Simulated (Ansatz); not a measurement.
The system is Ta.

```
CELL_PARAMETERS angstrom
-1.65128 1.65128 1.65128
1.65128 -1.65128 1.65128
1.65128 1.65128 -1.65128
ATOMIC_POSITIONS crystal
Ta 0.00000 0.00000 0.00000
```

Base run:

* Program: Ansatz 0.2.0
* Functional: PBEsol
* Potentials or basis: Ansatz PAW
* Cutoff: 420 eV
* Density cutoff: 1680 eV
* k mesh: 11 × 11 × 11
* Occupations: fermi-dirac, width 0.05 eV
* Spin: spin-orbit coupling, no magnetisation

Its results: band gap on the k mesh none (metal or under the smearing width); pressure -4.4 GPa.

Problem. The run is repeated on the same cell with these changes: functional from PBEsol to PBE. What comes out?

Solution. Band gap on the k mesh none (metal or under the smearing width); pressure 2.5 GPa.

PBE binds less tightly than PBEsol, so the same cell stands under more pressure.

Caveats: the PAW data sets come from PBE, with cores solved anew for the run's functional, which leaves a small shift of forces and pressure (some runs).

Not every run made on this cell is shown here.
